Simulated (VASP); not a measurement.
# TaC (Fm-3m) in VASP: settings compared, part 2 of 2

VASP 6.6.1. Earlier steps stand in the parts before.

## Step 4: Relaxation of cell and atoms, PBEsol

Input file INCAR:

```
PREC = Accurate ; ENCUT = 300
EDIFF = 1E-7 ; ISMEAR = 0
SIGMA = 0.1 ; LREAL = F
LASPH = T ; NELM = 100
ALGO = Normal ; ISIF = 3
LWAVE = F ; LCHARG = F
GGA = PS ; IBRION = 2
NSW = 90 ; EDIFFG = -0.005
```

Input file KPOINTS:

```
regular mesh
0
Gamma
  16 16 16
```

Input file POSCAR:

```
TaC
1.0
    0.0000000000      2.2338976900      2.2338976900
    2.2338976900      0.0000000000      2.2338976900
    2.2338976900      2.2338976900      0.0000000000
Ta C
1 1
Direct
    0.0000000000      0.0000000000      0.0000000000
    0.5000000000      0.5000000000      0.5000000000
```

Potentials or basis: VASP PAW PBE potentials, release 64 (Ta_pv, C).

On the command line:

```sh
cat potpaw_PBE.64/Ta_pv/POTCAR potpaw_PBE.64/C/POTCAR > POTCAR
mpirun -np 1 vasp_std > vasp.out
```

OUTCAR:

```text
PREC = Accurate
   ENCUT = 300
   EDIFF = 1E-7
   ISMEAR = 0
   LREAL = F
   LASPH = T
   NELM = 100
   ISIF = 3
   GGA = PS
   IBRION = 2
   NSW = 90
   EDIFFG = -0.005

 ion  position               nearest neighbor table
   1  0.000  0.000  0.000-   2 2.23   2 2.23   2 2.23   2 2.23   2 2.23   2 2.23
   2  0.500  0.500  0.500-   1 2.23   1 2.23   1 2.23   1 2.23   1 2.23   1 2.23

  LATTYP: Found a face centered cubic cell.
 ALAT       =     4.4677953800

  Lattice vectors:

 A1 = (   0.0000000000,   2.2338976900,   2.2338976900)
 A2 = (   2.2338976900,   0.0000000000,   2.2338976900)
 A3 = (   2.2338976900,   2.2338976900,   0.0000000000)

Analysis of symmetry for initial positions (statically):
=====================================================================
 Subroutine PRICEL returns:
 Original cell was already a primitive cell.

 Routine SETGRP: Setting up the symmetry group for a
 face centered cubic supercell.

 Subroutine GETGRP returns: Found 48 space group operations
 (whereof 48 operations were pure point group operations)
 out of a pool of 48 trial point group operations.

The static configuration has the point symmetry O_h .

Analysis of symmetry for dynamics (positions and initial velocities):
=====================================================================
 Subroutine PRICEL returns:
 Original cell was already a primitive cell.

 Routine SETGRP: Setting up the symmetry group for a
 face centered cubic supercell.

 Subroutine GETGRP returns: Found 48 space group operations
 (whereof 48 operations were pure point group operations)
 out of a pool of 48 trial point group operations.

The dynamic configuration has the point symmetry O_h .

 Subroutine INISYM returns: Found 48 space group operations
 (whereof 48 operations are pure point group operations),
 and found     1 'primitive' translations

----------------------------------------------------------------------------------------

                                     Primitive cell

  volume of cell :      22.2956

  direct lattice vectors                    reciprocal lattice vectors
     0.000000000  2.233897690  2.233897690    -0.223824037  0.223824037  0.223824037
     2.233897690  0.000000000  2.233897690     0.223824037 -0.223824037  0.223824037
     2.233897690  2.233897690  0.000000000     0.223824037  0.223824037 -0.223824037

  length of vectors
     3.159208410  3.159208410  3.159208410     0.387674605  0.387674605  0.387674605

  position of ions in fractional coordinates (direct lattice)
     0.000000000  0.000000000  0.000000000
     0.500000000  0.500000000  0.500000000

  ion indices of the primitive-cell ions
   primitive index   ion index
                 1           1
                 2           2

----------------------------------------------------------------------------------------

 KPOINTS: regular mesh

Automatic generation of k-mesh.
 Grid dimensions read from file:
 generate k-points for:   16   16   16

 Generating k-lattice:

[... 51 lines left out ...]
 SYSTEM =  unknown system
   PREC   = accura    normal or accurate (medium, high low for compatibility)
   ISTART =      0    job   : 0-new  1-cont  2-samecut
   ICHARG =      2    charge: 1-file 2-atom 10-const
   ISPIN  =      1    spin polarized calculation?
   LNONCOLLINEAR =      F non collinear calculations
   LSORBIT =      F    spin-orbit coupling
   LASPH  =      T    aspherical Exc in radial PAW
   ENCUT  =  300.0 eV  22.05 Ry    4.70 a.u.   4.46  4.46  4.46*2*pi/ulx,y,z
   NELM   =    100;   NELMIN=  2; NELMDL= -5     # of ELM steps
   EDIFF  = 0.1E-06   stopping-criterion for ELM
   LREAL  =      F    real-space projection
   EDIFFG = -.5E-02   stopping-criterion for IOM
   NSW    =     90    number of steps for IOM
   IBRION =      2    ionic relax: 0-MD 1-quasi-New 2-CG
   NFREE  =      1    steps in history (QN), initial steepest desc. (CG)
   ISIF   =      3    stress and relaxation
   ISYM   =      2    0-nonsym 1-usesym 2-fastsym
   POTIM  = 0.5000    time-step for ionic-motion
   TEBEG  =    0.0;   TEEND  =   0.0 temperature during run
   PSTRESS=    0.0 pullay stress
   NELECT =      15.0000    total number of electrons
   NUPDOWN=      -1.0000    fix difference up-down
   EMIN   =  10.00;   EMAX   =-10.00  energy-range for DOS
   EFERMI =   0.00;   METHOD = LEGACY
   ISMEAR =     0;   SIGMA  =   0.10  broadening in eV -4-tet -1-fermi 0-gaus
   EFERMI_NEDOS =   21; number of points for ismear=-14 and -15
   IALGO  =     38    algorithm
   IMIX   =      4    mixing-type and parameters
     AMIX     =   0.40;   BMIX     =  1.00
     AMIX_MAG =   1.60;   BMIX_MAG =  1.00
  volume/ion in A,a.u.               =      11.15        75.23
  Fermi-wavevector in a.u.,A,eV,Ry     =   1.434494  2.710800 27.997689  2.057772
  Thomas-Fermi vector in A             =   2.553896
   LORBIT       =      0    0 simple, 1 ext, 2 COOP (PROOUT), +10 PAW based schemes
   GGA     = PS    functional components
   LHFCALC =     F    Hartree Fock is set to
   AEXX    =    0.0000 exact exchange contribution
   IVDW    =     0    specifies the selected vdW correction
   LEPSILON=     F    determine dielectric tensor
   LRPA    =     F    only Hartree local field effects (RPA)
 conjugate gradient relaxation of ions
 non-spin polarized calculation
 Gauss-broadening in eV      SIGMA  =   0.10
  energy-cutoff  :      300.00
  volume of cell :       22.30
 maximum number of plane-waves:       274
 NGX is ok and might be reduce to    18
   NGX =  9   NGY =  9   NGZ =  9

--------------------------------------- Ionic step        1  -------------------------------------------

 number of electron      15.0000002 magnetization

 Free energy of the ion-electron system (eV)
  ---------------------------------------------------
  ext. energy  EPLUGINS =         0.00000000
  ---------------------------------------------------
  free energy    TOTEN  =       -23.53002138 eV

  energy without entropy =      -23.52835551  energy(sigma->0) =      -23.52918845

------------------------ aborting loop because EDIFF is reached ----------------------------------------

  FORCE on cell =-STRESS in cart. coord.  units (eV):
  Direction    XX          YY          ZZ          XY          YZ          ZX
  --------------------------------------------------------------------------------------
  -------------------------------------------------------------------------------------
  Total       -1.8401014     -1.8401014     -1.8401014     -0.0000000     -0.0000000      0.0000000
  in kB     -132.2307649   -132.2307649   -132.2307649     -0.0000000     -0.0000000      0.0000000
  external PRESSURE =    -132.2307649 kB  Pullay stress =       0.0000000 kB
[... 95 lines left out ...]
--------------------------------------- Ionic step        4  -------------------------------------------

 number of electron      14.9999996 magnetization

 Free energy of the ion-electron system (eV)
  ---------------------------------------------------
  ext. energy  EPLUGINS =         0.00000000
  ---------------------------------------------------
  free energy    TOTEN  =       -23.56407868 eV

  energy without entropy =      -23.56246967  energy(sigma->0) =      -23.56327418

 E-fermi :   8.5048     XC(G=0): -13.4747

 val. band max:        8.4777599742   @ k =   0.4375   0.1875   0.0625
 cond. band min:       8.5287157579   @ k =   0.1250   0.0625   0.0000
 fundamental gap:      0.0509557837
 Fermi energy:         8.5047574516

 k-point     1 :       0.0000    0.0000    0.0000
  band No.  band energies     occupation
      1     -26.3780      2.00000
      2     -26.3780      2.00000
      3     -26.3780      2.00000
      4      -6.4874      2.00000
      5       7.1232      2.00000
      6       7.1232      2.00000
      7       7.1232      2.00000
      8       8.1071      2.00000
      9       8.1072      2.00000
     10       8.1072      2.00000
     11       9.2019      0.00000
[... 309 lines left out ...]
 k-point    24 :      -0.0625    0.0625    0.0000
  band No.  band energies     occupation
      1     -26.4560      2.00000
      2     -26.4000      2.00000
      3     -26.3807      2.00000
      4      -6.1826      2.00000
      5       6.0213      2.00000
      6       6.1895      2.00000
      7       6.3554      2.00000
      8       7.2976      2.00000
      9       8.2534      1.99962
     10       8.8895      0.00000
     11      10.2297      0.00000

 [... further k-points ...]

------------------------ aborting loop because EDIFF is reached ----------------------------------------

  FORCE on cell =-STRESS in cart. coord.  units (eV):
  Direction    XX          YY          ZZ          XY          YZ          ZX
  --------------------------------------------------------------------------------------
  -------------------------------------------------------------------------------------
  Total       -0.0082186     -0.0082186     -0.0082186     -0.0000000      0.0000000     -0.0000000
  in kB       -0.6124625     -0.6124625     -0.6124625     -0.0000000      0.0000000     -0.0000000
  external PRESSURE =      -0.6124625 kB  Pullay stress =       0.0000000 kB
[... 17 lines left out ...]
  FREE ENERGIE OF THE ION-ELECTRON SYSTEM (eV)
  ---------------------------------------------------
  free  energy   TOTEN  =       -23.5640786812 eV

  energy  without entropy=      -23.5624696698  energy(sigma->0) =      -23.56327418

 reached required accuracy - stopping structural energy minimisation
```

CONTCAR:

```text
TaC
   1.00000000000000
    -0.0000000000000000    2.2069828088274988    2.2069828088274988
     2.2069828088274988    0.0000000000000000    2.2069828088274988
     2.2069828088274988    2.2069828088274988    0.0000000000000000
  Ta              C
     1     1
Direct
     1.0000000000000000    1.0000000000000000    0.0000000000000000
     0.5000000000000000    0.5000000000000000    0.5000000000000000

  0.00000000E+00  0.00000000E+00  0.00000000E+00
  0.00000000E+00  0.00000000E+00  0.00000000E+00
```

Wall time 28 s (1 thread of AMD EPYC 9R14 (Zen 4), shared host); peak memory 0.11 GiB.

The run converged, but a check on its numbers failed (symmetry, net force, bounds or a known fault of this set-up), so they aren't taken as properties of the crystal.

Caveat: the cutoff lies under the usual one of these potentials, so the numbers hold a large basis-set error; the PAW data sets were made with another functional, which shifts forces and pressure a little.
